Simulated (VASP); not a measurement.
# W7S16 (a cell with a defect) in VASP: settings compared

The runs below take W7S16 (a cell with a defect) through single point, with PBEsol, HSE06.

All numbers are computed with VASP 6.6.1; they aren't measurements. Logs are shortened: lines on timing, memory, paths and dates and some standing lists are left out, and cuts for length are marked.

## 1. The crystal as given

The cell holds a defect, 23 atoms: a = 6.306 Å, b = 6.306 Å, c = 12.323 Å, α = 90.00°, β = 90.00°, γ = 120.00°.

## 2. Single point, PBEsol, collinear spin, ferromagnetic start

Input file INCAR:

```
PREC     = Accurate       # precision mode
ENCUT    = 350            # plane-wave cutoff, eV
EDIFF    = 1E-5           # SCF threshold, eV
ISMEAR   = 0              # smearing method
SIGMA    = 0.03           # smearing width, eV
LREAL    = Auto         
LASPH    = T              # aspherical terms in the spheres
NELM     = 120            # most SCF steps
ALGO     = Normal         # electronic algorithm
ISIF     = 2              # what is computed and relaxed
LWAVE    = F              # write WAVECAR
LCHARG   = F              # write CHGCAR
ISPIN    = 2              # spin polarisation
MAGMOM   = 0 0 0 0 0 0 0 0 0 0 0 0.17 0.17 0.17 0 0 0 0 0 0.17 0.17 0.17 0 # initial moments
LORBIT   = 11             # projections on sites
NUPDOWN  = 1              # fixed moment
LMAXMIX  = 4              # l up to which the mixer works
GGA      = PS             # functional
NELECT   = 195.0        
ISYM     = 0            
KPAR     = 4
```

Input file KPOINTS:

```
regular mesh
0
Gamma
  4 4 2
```

Input file POSCAR:

```
W7S16                                   
1.0
    6.3064000000      0.0000000000      0.0000000000
   -3.1532000000      5.4615026064      0.0000000000
    0.0000000000      0.0000000000     12.3230000000
  W               S             
     7    16
Direct
     0.1820632679083213    0.8424451043524656    0.2500878015719276
     0.6566307932136140    0.3263343520306722    0.2486778753695550
     0.6566835742250469    0.8343581491562932    0.2517936619324169
     0.3332845257642703    0.1673375626145366    0.7499859640855825
     0.3331791046172321    0.6675693297302623    0.7505395163851368
     0.8335171168091846    0.1675112127821748    0.7502176304099311
     0.8335321268502158    0.6676031752190784    0.7502321025942920
     0.1668636678779216    0.3345185965962717    0.6229777249870081
     0.1667871260892977    0.8336341472712920    0.6228018139517127
     0.6672744403186786    0.3344469779881385    0.6230914968442393
     0.6660264179500385    0.8338665731755198    0.6228298810829455
     0.3102335952468509    0.1965051481446064    0.1405814411913144
     0.3588115919784943    0.7187117332628959    0.1103317904008907
     0.8336024721660196    0.1832668182590987    0.1282664618762918
     0.8388157193064252    0.6753182428968406    0.1271657545192211
     0.1667423909899786    0.3339649032642233    0.8774862746056665
     0.1666382545155524    0.8348690088792784    0.8776230154694372
     0.6662129815801491    0.3336682319223713    0.8776822647041812
     0.6671327329553297    0.8344213824363761    0.8773980422677784
     0.3550353900481163    0.1437892594372022    0.3889062807003747
     0.3080248206423782    0.6141269828625124    0.3582295546126072
     0.8250773693698695    0.1507252162672973    0.3745644133854196
     0.8389425195770047    0.6670978914505983    0.3731222370520626
```

Potentials or basis: VASP PAW PBE potentials, release 64 (W_sv, S).

Run with:

```console
$ cat potpaw_PBE.64/W_sv/POTCAR potpaw_PBE.64/S/POTCAR > POTCAR
$ mpirun -np 4 vasp_std > vasp.out
```

OUTCAR:

```text
PREC = Accurate
   ENCUT = 350
   EDIFF = 1E-5
   ISMEAR = 0
   LREAL = Auto
   LASPH = T
   NELM = 120
   ISIF = 2
   ISPIN = 2
   LORBIT = 11
   NUPDOWN = 1
   GGA = PS
   NELECT = 195.0
   ISYM = 0

 ion  position               nearest neighbor table
   1  0.182  0.842  0.250-  21 2.37  20 2.38  12 2.38  13 2.38  15 2.41  23 2.41   3 3.02   2 3.02
                             2 3.28   3 3.29
   2  0.657  0.326  0.249-  14 2.30  12 2.33  20 2.40  23 2.41  15 2.42  22 2.44   1 3.02   3 3.10
                             3 3.20   1 3.28
   3  0.657  0.834  0.252-  22 2.30  21 2.33  13 2.39  15 2.42  23 2.43  14 2.44   1 3.02   2 3.10
                             2 3.20   1 3.29
   4  0.333  0.167  0.750-   8 2.40  17 2.40  10 2.40   9 2.40  16 2.40  18 2.40   5 3.15   7 3.15
                             6 3.15   6 3.15   7 3.15   5 3.16
   5  0.333  0.668  0.751-  16 2.40  19 2.40   9 2.40  17 2.40   8 2.40  11 2.40   7 3.15   4 3.15
                             6 3.15   6 3.15   4 3.16   7 3.16
   6  0.834  0.168  0.750-  10 2.40  19 2.40  16 2.40   8 2.40  18 2.40  11 2.41   4 3.15   5 3.15
                             7 3.15   7 3.15   5 3.15   4 3.15
   7  0.834  0.668  0.750-  10 2.40  19 2.40  17 2.40   9 2.40  11 2.41  18 2.41   5 3.15   4 3.15
                             6 3.15   6 3.15   4 3.15   5 3.16
   8  0.167  0.335  0.623-   4 2.40   6 2.40   5 2.40
   9  0.167  0.834  0.623-   5 2.40   4 2.40   7 2.40
  10  0.667  0.334  0.623-   6 2.40   7 2.40   4 2.40
  11  0.666  0.834  0.623-   5 2.40   6 2.41   7 2.41
  12  0.310  0.197  0.141-   2 2.33   1 2.38
  13  0.359  0.719  0.110-   1 2.38   3 2.39
  14  0.834  0.183  0.128-   2 2.30   3 2.44
  15  0.839  0.675  0.127-   1 2.41   3 2.42   2 2.42
  16  0.167  0.334  0.877-   5 2.40   6 2.40   4 2.40
  17  0.167  0.835  0.878-   4 2.40   7 2.40   5 2.40
  18  0.666  0.334  0.878-   4 2.40   6 2.40   7 2.41
  19  0.667  0.834  0.877-   6 2.40   7 2.40   5 2.40
  20  0.355  0.144  0.389-   1 2.38   2 2.40
  21  0.308  0.614  0.358-   3 2.33   1 2.37
  22  0.825  0.151  0.375-   3 2.30   2 2.44
  23  0.839  0.667  0.373-   1 2.41   2 2.41   3 2.43

IMPORTANT INFORMATION: All symmetrisations will be switched off!
NOSYMM: (Re-)initialisation of all symmetry stuff for point group C_1.

----------------------------------------------------------------------------------------

                                     Primitive cell

  volume of cell :     424.4339

  direct lattice vectors                    reciprocal lattice vectors
     6.306400000  0.000000000  0.000000000     0.158569073  0.091549897  0.000000000
    -3.153200000  5.461502606  0.000000000     0.000000000  0.183099794  0.000000000
     0.000000000  0.000000000 12.323000000     0.000000000  0.000000000  0.081149071

  length of vectors
     6.306400000  6.306400000 12.323000000     0.183099794  0.183099794  0.081149071

  position of ions in fractional coordinates (direct lattice)
     0.182063268  0.842445104  0.250087802
     0.656630793  0.326334352  0.248677875
     0.656683574  0.834358149  0.251793662
     0.333284526  0.167337563  0.749985964
     0.333179105  0.667569330  0.750539516
     0.833517117  0.167511213  0.750217630
[... 15 lines left out ...]
     0.825077369  0.150725216  0.374564413
     0.838942520  0.667097891  0.373122237

  ion indices of the primitive-cell ions
   primitive index   ion index
                 1           1
                 2           2
                 3           3
                 4           4
                 5           5
                 6           6
[... 15 lines left out ...]
                22          22
                23          23

----------------------------------------------------------------------------------------

 KPOINTS: regular mesh

Automatic generation of k-mesh.
 Grid dimensions read from file:
 generate k-points for:    4    4    2

 Generating k-lattice:

  Cartesian coordinates                     Fractional coordinates (reciprocal lattice)
[... 49 lines left out ...]
  ---------------------------------------------------
  free energy    TOTEN  =      -175.22079884 eV

  energy without entropy =     -175.21916786  energy(sigma->0) =     -175.21998335

 E-fermi :   6.9637     XC(G=0): -10.8834

 val. band max:        7.1721225380   @ k =  -0.2500   0.5000   0.0000
 cond. band min:       7.1152735403   @ k =  -0.2500   0.5000   0.5000
 fundamental gap:     -0.0568489977
 Fermi energy:         7.1848353410

 spin component 1

 k-point     1 :       0.0000    0.0000    0.0000
  band No.  band energies     occupation
      1     -68.1935      1.00000
      2     -68.1769      1.00000
      3     -68.1763      1.00000
      4     -68.1600      1.00000
      5     -67.5947      1.00000
      6     -67.5815      1.00000
[... 2229 lines left out ...]
    108       8.7202      0.00000
    109       8.7366      0.00000
 Fermi energy:         6.9637052469

 spin component 2

 k-point     1 :       0.0000    0.0000    0.0000
  band No.  band energies     occupation
      1     -68.1921      1.00000
      2     -68.1753      1.00000
      3     -68.1751      1.00000
      4     -68.1585      1.00000
      5     -67.5391      1.00000
      6     -67.5263      1.00000
[... 2229 lines left out ...]
    108       8.7272      0.00000
    109       8.7478      0.00000
 [bands above 109 left out]

------------------------ aborting loop because EDIFF is reached ----------------------------------------

  FORCE on cell =-STRESS in cart. coord.  units (eV):
  Direction    XX          YY          ZZ          XY          YZ          ZX
  --------------------------------------------------------------------------------------
  -------------------------------------------------------------------------------------
  Total       10.6244240     11.0626117     12.2077514     -0.2235394     -0.6648828      0.3945628
  in kB       40.1056787     41.7597746     46.0825129     -0.8438294     -2.5098371      1.4894180
  external PRESSURE =      42.6493220 kB  Pullay stress =       0.0000000 kB

 VOLUME and BASIS-vectors are now :
 -----------------------------------------------------------------------------
  energy-cutoff  :      350.00
  volume of cell :      424.43
      direct lattice vectors                 reciprocal lattice vectors
     6.306400000  0.000000000  0.000000000     0.158569073  0.091549897  0.000000000
    -3.153200000  5.461502606  0.000000000     0.000000000  0.183099794  0.000000000
     0.000000000  0.000000000 12.323000000     0.000000000  0.000000000  0.081149071

 POSITION                                       TOTAL-FORCE (eV/Angst)
 -----------------------------------------------------------------------------------
     -1.50823      4.60102      3.08183         0.125996      0.065395      0.010656
      3.11198      1.78228      3.06446         0.062302      0.070627     -0.060336
      1.51041      4.55685      3.10285         0.067943      0.026130      0.039272
      1.57418      0.91391      9.24208        -0.002038      0.007556     -0.005090
     -0.00382      3.64593      9.24890         0.004873      0.000672     -0.007157
      4.72830      0.91486      9.24493        -0.007166     -0.000669     -0.004635
[... 15 lines left out ...]
      4.72800      0.82319      4.61576         0.035242     -0.002041      0.019075
      3.18721      3.64336      4.59799        -0.101969     -0.032659     -0.020968
 -----------------------------------------------------------------------------------
    total drift:                                0.000659      0.001646     -0.002314

  FREE ENERGIE OF THE ION-ELECTRON SYSTEM (eV)
  ---------------------------------------------------
  free  energy   TOTEN  =      -175.2207988448 eV

  energy  without entropy=     -175.2191678596  energy(sigma->0) =     -175.21998335

 total charge

# of ion       s       p       d       tot
------------------------------------------
    1        2.344   6.343   3.389  12.075
    2        2.348   6.349   3.400  12.096
    3        2.347   6.348   3.399  12.094
    4        2.327   6.338   3.435  12.099
    5        2.327   6.338   3.435  12.099
    6        2.327   6.338   3.435  12.100
[... 15 lines left out ...]
   22        1.364   2.315   0.000   3.679
   23        1.352   2.351   0.000   3.704
--------------------------------------------------
tot         38.084  81.785  23.929 143.798

 magnetization (x)

# of ion       s       p       d       tot
------------------------------------------
    1        0.003   0.004   0.159   0.165
    2        0.002   0.006   0.111   0.119
    3        0.002   0.007   0.112   0.122
    4        0.000   0.000   0.003   0.003
    5        0.000   0.000   0.003   0.004
    6        0.000   0.000   0.002   0.002
[... 15 lines left out ...]
   22        0.001   0.026   0.000   0.028
   23        0.000   0.008   0.000   0.008
--------------------------------------------------
tot          0.021   0.261   0.393   0.675
```

Run time: 8.7 min. Hardware: 4 MPI ranks of Intel Xeon Platinum 8488C (Sapphire Rapids), shared host; peak memory 0.89 GiB.

Results:

- Free energy: -175.2208 eV
- Largest force: 0.142 eV/Å
- Net moment: 1.00 μB per cell
- Site moments: W +0.17, +0.12, +0.00; S +0.00, +0.04, +0.06, +0.03, +0.01 μB
- Valence electrons inside the program's atomic spheres: W 12.07, 12.10, 12.09; S 3.71, 3.70, 3.69, 3.68

Forces in eV/Å, atoms in the order of the input:
```
W    0.126  0.065  0.011
W    0.062  0.071 -0.060
W    0.068  0.026  0.039
W   -0.002  0.008 -0.005
W    0.005  0.001 -0.007
W   -0.007 -0.001 -0.005
W   -0.002 -0.005  0.000
S   -0.002 -0.003 -0.002
S   -0.003 -0.006  0.015
S   -0.003 -0.004  0.002
S    0.006 -0.002 -0.006
S   -0.046  0.069 -0.040
S   -0.056  0.013  0.000
S   -0.012  0.000 -0.033
S   -0.071 -0.061  0.025
S    0.003 -0.002  0.006
S   -0.001 -0.001 -0.004
S   -0.006  0.013  0.007
S    0.005  0.002 -0.001
S   -0.004 -0.066  0.006
S    0.008 -0.081  0.054
S    0.035 -0.002  0.019
S   -0.102 -0.033 -0.021
```

Caveat: the cell is charged against a uniform background, so pressure and absolute levels hang on convention; the PAW data sets were made with another functional, which shifts forces and pressure a little; the total moment is fixed, so each spin has its own Fermi level. The run has no spin-orbit coupling, so splittings on W are missing.

## 3. Single point, PBEsol, collinear spin, ferromagnetic start

INCAR, as its differences from that of step 2:

```diff
@@ -13,5 +13,5 @@
 ISPIN    = 2              # spin polarisation
-MAGMOM   = 0 0 0 0 0 0 0 0 0 0 0 0.17 0.17 0.17 0 0 0 0 0 0.17 0.17 0.17 0 # initial moments
+MAGMOM   = 0 0 0 0 0 0 0 0 0 0 0 0.5 0.5 0.5 0 0 0 0 0 0.5 0.5 0.5 0 # initial moments
 LORBIT   = 11             # projections on sites
-NUPDOWN  = 1              # fixed moment
+NUPDOWN  = 3              # fixed moment
 LMAXMIX  = 4              # l up to which the mixer works
```

Input file KPOINTS:

```
regular mesh
0
Gamma
  3 3 2
```

POSCAR is that of step 2.

Potentials or basis: VASP PAW PBE potentials, release 64 (W_sv, S).

Run with:

```console
$ cat potpaw_PBE.64/W_sv/POTCAR potpaw_PBE.64/S/POTCAR > POTCAR
$ mpirun -np 4 vasp_std > vasp.out
```

It took 5 min on 4 MPI ranks of Intel Xeon Platinum 8488C (Sapphire Rapids), shared host; peak memory 0.65 GiB.

The run converged. Its results:

```
Free energy                                           : -174.7053 eV
Largest force                                         : 0.700 eV/Å
Net moment                                            : 3.00 μB per cell
Site moments                                          : W +0.36, +0.27, +0.28, +0.01; S +0.00, +0.13, +0.20, +0.18, +0.02 μB
Valence electrons inside the program's atomic spheres : W 12.08, 12.10; S 3.71, 3.70, 3.69, 3.68
```

Forces on the atoms (eV/Å):
```
W   -0.284 -0.134 -0.013
W   -0.017  0.414  0.445
W    0.433 -0.211 -0.508
W    0.007  0.011 -0.017
W    0.013  0.007  0.007
W   -0.015 -0.006 -0.004
W   -0.013 -0.011  0.002
S    0.000 -0.002 -0.012
S   -0.002 -0.004  0.013
S   -0.001 -0.010 -0.011
S    0.009  0.005 -0.014
S    0.246 -0.067 -0.075
S   -0.112 -0.269  0.084
S    0.305 -0.343 -0.232
S   -0.155 -0.017  0.021
S    0.004 -0.001  0.015
S    0.001  0.000 -0.005
S    0.002  0.013  0.011
S    0.002  0.007  0.008
S   -0.258  0.043 -0.053
S    0.044  0.236  0.091
S   -0.077  0.449  0.249
S   -0.130 -0.109 -0.003
```

Caveat: the k mesh is coarse (spacing up to 0.38 Å⁻¹), so the values aren't converged; the cell is charged against a uniform background, so pressure and absolute levels hang on convention; the PAW data sets were made with another functional, which shifts forces and pressure a little; the total moment is fixed, so each spin has its own Fermi level.

## 4. Single point, HSE06, collinear spin, ferromagnetic start

POSCAR is that of step 3.

Input file INCAR.step1:

```
PREC     = Accurate       # precision mode
ENCUT    = 350            # plane-wave cutoff, eV
EDIFF    = 1E-5           # SCF threshold, eV
ISMEAR   = 0              # smearing method
SIGMA    = 0.03           # smearing width, eV
LREAL    = Auto         
LASPH    = T              # aspherical terms in the spheres
NELM     = 70             # most SCF steps
ALGO     = Normal         # electronic algorithm
ISIF     = 2              # what is computed and relaxed
LWAVE    = T              # write WAVECAR
LCHARG   = F              # write CHGCAR
ISPIN    = 2              # spin polarisation
MAGMOM   = 0 0 0 0 0 0 0 0 0 0 0 0.17 0.17 0.17 0 0 0 0 0 0.17 0.17 0.17 0 # initial moments
LORBIT   = 11             # projections on sites
NUPDOWN  = 1              # fixed moment
LMAXMIX  = 4              # l up to which the mixer works
NELECT   = 195.0        
ISYM     = -1           
TIME     = 0.4          
NKRED    = 2            
GGA      = PE             # functional
KPAR     = 2
```

Input file INCAR.step2:

```
PREC     = Accurate       # precision mode
ENCUT    = 350            # plane-wave cutoff, eV
EDIFF    = 1E-4           # SCF threshold, eV
ISMEAR   = 0              # smearing method
SIGMA    = 0.03           # smearing width, eV
LREAL    = Auto         
LASPH    = T              # aspherical terms in the spheres
NELM     = 70             # most SCF steps
ALGO     = Damped         # electronic algorithm
ISIF     = 2              # what is computed and relaxed
LWAVE    = F              # write WAVECAR
LCHARG   = F              # write CHGCAR
ISPIN    = 2              # spin polarisation
MAGMOM   = 0 0 0 0 0 0 0 0 0 0 0 0.17 0.17 0.17 0 0 0 0 0 0.17 0.17 0.17 0 # initial moments
LORBIT   = 11             # projections on sites
NUPDOWN  = 1              # fixed moment
LMAXMIX  = 4              # l up to which the mixer works
GGA      = PE             # functional
LHFCALC  = T              # exact exchange
HFSCREEN = 0.2            # screening, 1/A
PRECFOCK = Fast         
NELECT   = 195.0        
ISYM     = -1           
TIME     = 0.4          
NKRED    = 2            
ISTART   = 1            
KPAR     = 2
```

Input file KPOINTS:

```
regular mesh
0
Gamma
  2 2 2
```

Run with:

```console
$ cat potpaw_PBE.64/W_sv/POTCAR potpaw_PBE.64/S/POTCAR > POTCAR
$ cp INCAR.step1 INCAR
$ mpirun -np 4 vasp_std > vasp.out
$ cp INCAR.step2 INCAR
$ mpirun -np 4 vasp_std > vasp.out
```

Run time: 57 min. Hardware: 4 MPI ranks of Intel Xeon Platinum 8488C (Sapphire Rapids), shared host; peak memory 0.81 GiB.

The run converged. Its results:

* Free energy: -200.1121 eV
* Largest force: 0.457 eV/Å
* Net moment: 1.00 μB per cell
* Site moments: W +0.10, +0.14, +0.17, +0.00; S +0.00, -0.00, +0.08, -0.01, +0.07, -0.02 μB
* Valence electrons inside the program's atomic spheres: W 12.02, 12.04, 12.05; S 3.73, 3.72, 3.71, 3.70

Forces on the atoms (eV/Å):
```
W    0.085  0.043  0.006
W    0.122 -0.352  0.045
W   -0.244  0.305 -0.040
W   -0.003  0.007 -0.001
W    0.005  0.001 -0.015
W   -0.004  0.002 -0.006
W   -0.001 -0.005 -0.002
S   -0.004  0.001  0.418
S   -0.001 -0.014  0.457
S    0.001  0.000  0.451
S    0.002 -0.006  0.419
S    0.180 -0.025  0.061
S   -0.066 -0.029  0.227
S   -0.085  0.003  0.222
S    0.016 -0.034  0.377
S    0.005 -0.005 -0.416
S   -0.007  0.005 -0.451
S   -0.010  0.012 -0.421
S    0.011  0.005 -0.453
S   -0.027 -0.046 -0.215
S    0.031  0.162 -0.040
S    0.033 -0.056 -0.264
S   -0.040  0.026 -0.359
```

Caveat: the k mesh is coarse (spacing up to 0.58 Å⁻¹), so the values aren't converged, least of all with exact exchange; the cell is charged against a uniform background, so pressure and absolute levels hang on convention; the PAW data sets were made with another functional, which shifts forces and pressure a little; the total moment is fixed, so each spin has its own Fermi level. The run has no spin-orbit coupling, so splittings on W are missing.

## 5. Overview

| level | fixed moment (μB) | k mesh | grid for exact exchange (PRECFOCK) | screening parameter | mesh quality | moment (μB) | largest force (eV/Å) |
| --- | --- | --- | --- | --- | --- | --- | --- |
| PBEsol | 1 | 4 × 4 × 2 | - | - | not flagged | 1.00 | 0.14 |
| PBEsol | 3 | 3 × 3 × 2 | - | - | coarse | 3.00 | 0.70 |
| HSE06 | 1 | 2 × 2 × 2 | Fast | 0.2 1/A | coarse | 1.00 | 0.46 |

Alike in all rows: task single point; potentials or basis VASP PAW PBE potentials, release 64 (W_sv, S); spin collinear, ferromagnetic start; cell as given; cutoff (eV) 350; smearing gaussian 0.03 eV.

Caveats: some runs use coarse meshes; the cell is charged against a uniform background, so pressure and absolute levels hang on convention; the PAW data sets were made with another functional, which shifts forces and pressure a little; the total moment is fixed, so each spin has its own Fermi level.

Total energies depend on the potentials used, so only differences within one code and one set of settings carry meaning.
